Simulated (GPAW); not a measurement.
**ZnS (Wurtzite-2H): band structure with vdW-DF-cx**

**Experimental background.**

A printed reference work, monograph reports, for a bulk crystal of ZnS at 4 K: band gap 3.911 eV (direct).

ZnS (Wurtzite-2H):

```xyz
4
Lattice="3.8110 0.0000 0.0000 -1.9055 3.3004 0.0000 0.0000 0.0000 6.2340" Properties=species:S:1:pos:R:3 pbc="T T T"
Zn    1.9055    1.1001    3.1170
Zn    0.0000    2.2003    0.0000
S     1.9055    1.1001    5.5171
S     0.0000    2.2003    2.4001
```

| Quantity | Value |
| --- | --- |
| Program | GPAW 26.7.0 |
| Task | band structure |
| Functional | vdW-DF-cx |
| Potentials or basis | GPAW PAW data sets (gpaw-data 1.2.1) |
| Cutoff | 600 eV |
| Basis | pw |
| k mesh | 6 × 6 × 3 |
| Occupations | fermi-dirac, width 0.05 eV |
| Spin | no spin polarisation |
| Maxiter | 150 |
| Band path | GMKGALHA,LM,KH |
| Band points | 100 |

| Item | Value |
| --- | --- |
| Largest force | 0.337 eV/Å |
| Band gap on the k mesh | 2.24 eV, direct |
| Band gap along the path | 2.24 eV, direct |

Forces in eV/Å, atoms in the order of the input:
```
Zn   0.000  0.000  0.337
Zn   0.000  0.000  0.337
S    0.000  0.000 -0.337
S    0.000  0.000 -0.337
```

Levels at the corners of the path, in eV from the valence-band top:
| point | band 16 | band 17 | band 18 | band 19 | band 20 | band 21 |
| --- | --- | --- | --- | --- | --- | --- |
| Γ | -0.01 | -0.01 | 0.00 | 2.24 | 3.00 | 6.26 |
| M | -2.25 | -1.57 | -0.97 | 3.56 | 4.26 | 5.09 |
| K | -2.22 | -2.22 | -2.22 | 4.35 | 5.93 | 5.93 |
| Γ | -0.01 | -0.01 | 0.00 | 2.24 | 3.00 | 6.26 |
| A | -0.45 | -0.45 | -0.45 | 3.51 | 3.51 | 6.68 |
| L | -1.66 | -1.53 | -1.53 | 3.57 | 3.57 | 5.10 |
| H | -3.13 | -1.24 | -1.24 | 4.52 | 4.52 | 6.37 |
| A | -0.45 | -0.45 | -0.45 | 3.51 | 3.51 | 6.68 |
| L | -1.66 | -1.53 | -1.53 | 3.57 | 3.57 | 5.10 |
| M | -2.25 | -1.57 | -0.97 | 3.56 | 4.26 | 5.09 |
| K | -2.22 | -2.22 | -2.22 | 4.35 | 5.93 | 5.93 |
| H | -3.13 | -1.24 | -1.24 | 4.52 | 4.52 | 6.37 |

Run time: 79 s on 1 thread of AMD EPYC 9R45 96-Core Processor (Zen 5), on a shared host, peak memory 0.52 GiB.

Measured gap of ZnS: 3.911 eV (direct; 4 K; a printed reference work, monograph). This calculation gives 2.24 eV (-1.67 eV). The value is that of vdW-DF-cx, without temperature or zero-point motion.

Caveat: the PAW data sets were made with another functional, which shifts forces and pressure a little.
